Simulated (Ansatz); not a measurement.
Born–Oppenheimer molecular dynamics of a periodic cell of 24 atoms, Al (surface Al(100)). It starts from a relaxed structure.

Level of theory: DFT PBEsol, scalar-relativistic, plane waves, PAW (Ansatz). Settings: PAW set soft_1, cutoff 420 eV, k mesh 2x1x1, fermi-dirac smearing 0.15 eV, no spin polarisation.

```json
{
  "ensemble": "NVT, Langevin thermostat",
  "time step": "2 fs",
  "steps asked": "150",
  "set temperature": "900 K",
  "friction": "1 /fs",
  "atoms held": "1 to 6",
  "seed": "897895"
}
```

Frames 2 fs apart, positions in Å.

Velocities at 40 fs (Å/ps):

```
Al 0.00 0.00 0.00
Al 0.00 0.00 0.00
Al 0.00 0.00 0.00
Al 0.00 0.00 0.00
Al 0.00 0.00 0.00
Al 0.00 0.00 0.00
Al 3.62 11.53 2.78
Al 0.44 1.57 0.06
Al -0.42 2.10 -0.93
Al 6.34 5.95 -2.69
Al -8.93 2.84 4.63
Al 0.29 -8.16 -5.48
Al 4.03 -1.56 -2.25
Al 4.81 -2.70 -13.72
Al -3.75 -3.78 -3.97
Al 9.58 8.06 -0.37
Al 8.95 -3.27 4.91
Al -0.86 -3.28 5.67
Al -0.63 -2.35 -0.33
Al 2.24 -6.39 0.28
Al 3.04 -6.13 -7.29
Al -5.73 7.15 4.20
Al 6.16 -3.52 -2.49
Al -2.93 0.92 4.08
```

```xyz
24
Lattice="5.7276 0.0000 0.0000 0.0000 8.5913 0.0000 0.0000 0.0000 19.0750" Properties=species:S:1:pos:R:3 time_fs=40 energy_less_start_eV=0.345 T=835
Al 1.432 1.432 1.000
Al 4.296 1.432 1.000
Al 1.432 4.296 1.000
Al 4.296 4.296 1.000
Al 1.432 7.160 1.000
Al 4.296 7.160 1.000
Al 0.065 0.012 3.044
Al 2.782 0.035 2.927
Al -0.039 2.781 3.110
Al 2.862 2.842 2.922
Al 0.002 5.764 3.018
Al 2.915 5.704 2.897
Al 1.502 1.421 4.942
Al 4.276 1.453 4.976
Al 1.447 4.250 4.981
Al 4.186 4.399 5.052
Al 1.443 7.131 5.011
Al 4.269 7.236 4.960
Al -0.024 -0.021 7.012
Al 2.803 -0.043 7.054
Al 0.091 2.895 6.910
Al 2.905 2.905 6.928
Al -0.027 5.614 6.966
Al 2.874 5.711 6.971
24
Lattice="5.7276 0.0000 0.0000 0.0000 8.5913 0.0000 0.0000 0.0000 19.0750" Properties=species:S:1:pos:R:3 time_fs=42 energy_less_start_eV=0.356 T=1152
Al 1.432 1.432 1.000
Al 4.296 1.432 1.000
Al 1.432 4.296 1.000
Al 4.296 4.296 1.000
Al 1.432 7.160 1.000
Al 4.296 7.160 1.000
Al 0.071 0.019 3.052
Al 2.778 0.030 2.929
Al -0.043 2.773 3.106
Al 2.863 2.854 2.917
Al 0.001 5.765 3.025
Al 2.920 5.683 2.895
Al 1.500 1.421 4.949
Al 4.276 1.446 4.970
Al 1.440 4.237 4.962
Al 4.195 4.412 5.050
Al 1.456 7.137 5.024
Al 4.264 7.236 4.960
Al -0.027 -0.022 7.009
Al 2.805 -0.045 7.043
Al 0.098 2.895 6.897
Al 2.903 2.908 6.944
Al -0.022 5.614 6.963
Al 2.866 5.715 6.982
24
Lattice="5.7276 0.0000 0.0000 0.0000 8.5913 0.0000 0.0000 0.0000 19.0750" Properties=species:S:1:pos:R:3 time_fs=44 energy_less_start_eV=0.358 T=1387
Al 1.432 1.432 1.000
Al 4.296 1.432 1.000
Al 1.432 4.296 1.000
Al 4.296 4.296 1.000
Al 1.432 7.160 1.000
Al 4.296 7.160 1.000
Al 0.071 0.009 3.045
Al 2.774 0.024 2.934
Al -0.046 2.768 3.103
Al 2.857 2.859 2.925
Al 0.002 5.760 3.030
Al 2.931 5.665 2.895
Al 1.492 1.415 4.962
Al 4.266 1.443 4.989
Al 1.427 4.221 4.937
Al 4.183 4.416 5.056
Al 1.460 7.144 5.041
Al 4.249 7.232 4.959
Al -0.037 -0.018 7.008
Al 2.808 -0.036 7.028
Al 0.110 2.899 6.878
Al 2.897 2.895 6.966
Al -0.030 5.619 6.963
Al 2.862 5.708 6.992
24
Lattice="5.7276 0.0000 0.0000 0.0000 8.5913 0.0000 0.0000 0.0000 19.0750" Properties=species:S:1:pos:R:3 time_fs=46 energy_less_start_eV=0.368 T=871
Al 1.432 1.432 1.000
Al 4.296 1.432 1.000
Al 1.432 4.296 1.000
Al 4.296 4.296 1.000
Al 1.432 7.160 1.000
Al 4.296 7.160 1.000
Al 0.070 -0.003 3.033
Al 2.768 0.027 2.936
Al -0.031 2.772 3.099
Al 2.862 2.850 2.935
Al -0.011 5.756 3.034
Al 2.932 5.660 2.886
Al 1.478 1.414 4.971
Al 4.255 1.445 5.007
Al 1.412 4.217 4.922
Al 4.168 4.423 5.057
Al 1.468 7.132 5.051
Al 4.239 7.234 4.965
Al -0.044 -0.017 7.003
Al 2.806 -0.027 7.024
Al 0.119 2.899 6.860
Al 2.893 2.876 6.981
Al -0.042 5.622 6.961
Al 2.868 5.694 6.998
24
Lattice="5.7276 0.0000 0.0000 0.0000 8.5913 0.0000 0.0000 0.0000 19.0750" Properties=species:S:1:pos:R:3 time_fs=48 energy_less_start_eV=0.383 T=833
Al 1.432 1.432 1.000
Al 4.296 1.432 1.000
Al 1.432 4.296 1.000
Al 4.296 4.296 1.000
Al 1.432 7.160 1.000
Al 4.296 7.160 1.000
Al 0.073 -0.008 3.030
Al 2.760 0.024 2.939
Al -0.010 2.761 3.093
Al 2.870 2.837 2.945
Al -0.025 5.758 3.041
Al 2.925 5.657 2.880
Al 1.464 1.418 4.982
Al 4.245 1.444 5.021
Al 1.413 4.223 4.920
Al 4.155 4.418 5.055
Al 1.473 7.119 5.044
Al 4.245 7.247 4.966
Al -0.045 -0.012 6.994
Al 2.809 -0.028 7.018
Al 0.122 2.905 6.853
Al 2.894 2.868 6.991
Al -0.049 5.622 6.962
Al 2.865 5.679 7.000
24
Lattice="5.7276 0.0000 0.0000 0.0000 8.5913 0.0000 0.0000 0.0000 19.0750" Properties=species:S:1:pos:R:3 time_fs=50 energy_less_start_eV=0.417 T=750
Al 1.432 1.432 1.000
Al 4.296 1.432 1.000
Al 1.432 4.296 1.000
Al 4.296 4.296 1.000
Al 1.432 7.160 1.000
Al 4.296 7.160 1.000
Al 0.078 -0.013 3.031
Al 2.750 0.019 2.942
Al 0.003 2.754 3.099
Al 2.873 2.831 2.961
Al -0.023 5.759 3.061
Al 2.922 5.652 2.875
Al 1.464 1.413 4.988
Al 4.237 1.444 5.025
Al 1.411 4.229 4.921
Al 4.149 4.407 5.055
Al 1.466 7.119 5.034
Al 4.250 7.247 4.973
Al -0.052 0.001 6.987
Al 2.815 -0.035 7.022
Al 0.128 2.911 6.850
Al 2.895 2.873 6.998
Al -0.062 5.608 6.965
Al 2.860 5.672 7.000
24
Lattice="5.7276 0.0000 0.0000 0.0000 8.5913 0.0000 0.0000 0.0000 19.0750" Properties=species:S:1:pos:R:3 time_fs=52 energy_less_start_eV=0.450 T=807
Al 1.432 1.432 1.000
Al 4.296 1.432 1.000
Al 1.432 4.296 1.000
Al 4.296 4.296 1.000
Al 1.432 7.160 1.000
Al 4.296 7.160 1.000
Al 0.076 -0.018 3.041
Al 2.739 0.023 2.938
Al 0.008 2.753 3.099
Al 2.877 2.836 2.973
Al -0.007 5.745 3.077
Al 2.921 5.643 2.868
Al 1.467 1.413 4.989
Al 4.226 1.450 5.023
Al 1.397 4.226 4.923
Al 4.146 4.410 5.045
Al 1.456 7.123 5.034
Al 4.250 7.252 4.981
Al -0.061 0.010 6.981
Al 2.826 -0.040 7.027
Al 0.133 2.910 6.848
Al 2.893 2.883 6.995
Al -0.068 5.604 6.962
Al 2.861 5.666 7.004
24
Lattice="5.7276 0.0000 0.0000 0.0000 8.5913 0.0000 0.0000 0.0000 19.0750" Properties=species:S:1:pos:R:3 time_fs=54 energy_less_start_eV=0.479 T=917
Al 1.432 1.432 1.000
Al 4.296 1.432 1.000
Al 1.432 4.296 1.000
Al 4.296 4.296 1.000
Al 1.432 7.160 1.000
Al 4.296 7.160 1.000
Al 0.072 -0.026 3.049
Al 2.732 0.032 2.942
Al 0.019 2.749 3.084
Al 2.881 2.841 2.966
Al 0.007 5.734 3.077
Al 2.922 5.636 2.858
Al 1.467 1.413 4.990
Al 4.219 1.447 5.019
Al 1.381 4.228 4.926
Al 4.145 4.412 5.041
Al 1.448 7.131 5.031
Al 4.247 7.269 4.991
Al -0.058 0.016 6.983
Al 2.833 -0.034 7.025
Al 0.137 2.910 6.843
Al 2.891 2.893 6.991
Al -0.064 5.601 6.958
Al 2.851 5.652 7.002
24
Lattice="5.7276 0.0000 0.0000 0.0000 8.5913 0.0000 0.0000 0.0000 19.0750" Properties=species:S:1:pos:R:3 time_fs=56 energy_less_start_eV=0.528 T=746
Al 1.432 1.432 1.000
Al 4.296 1.432 1.000
Al 1.432 4.296 1.000
Al 4.296 4.296 1.000
Al 1.432 7.160 1.000
Al 4.296 7.160 1.000
Al 0.078 -0.035 3.052
Al 2.726 0.038 2.947
Al 0.039 2.755 3.083
Al 2.879 2.840 2.952
Al 0.019 5.730 3.080
Al 2.924 5.630 2.852
Al 1.467 1.411 4.996
Al 4.219 1.437 5.006
Al 1.366 4.234 4.921
Al 4.152 4.401 5.049
Al 1.447 7.130 5.020
Al 4.239 7.273 4.999
Al -0.050 0.015 6.984
Al 2.829 -0.020 7.019
Al 0.141 2.926 6.833
Al 2.898 2.893 6.982
Al -0.055 5.587 6.960
Al 2.840 5.646 6.996
```

Of the whole run (300 fs, mean temperature of the second half 900 K): A run of 0.3 ps of so small a system gives no equilibrium averages. The friction is so strong that the motion is overdamped, so the time scale means little. Limits of this set-up: coarse k mesh, thin slab, slab without dipole correction, PAW files made for another functional.

Time of the run: 15 min on 1 thread of Arm Neoverse V2, with other jobs on the host, peak memory 0.91 GiB.
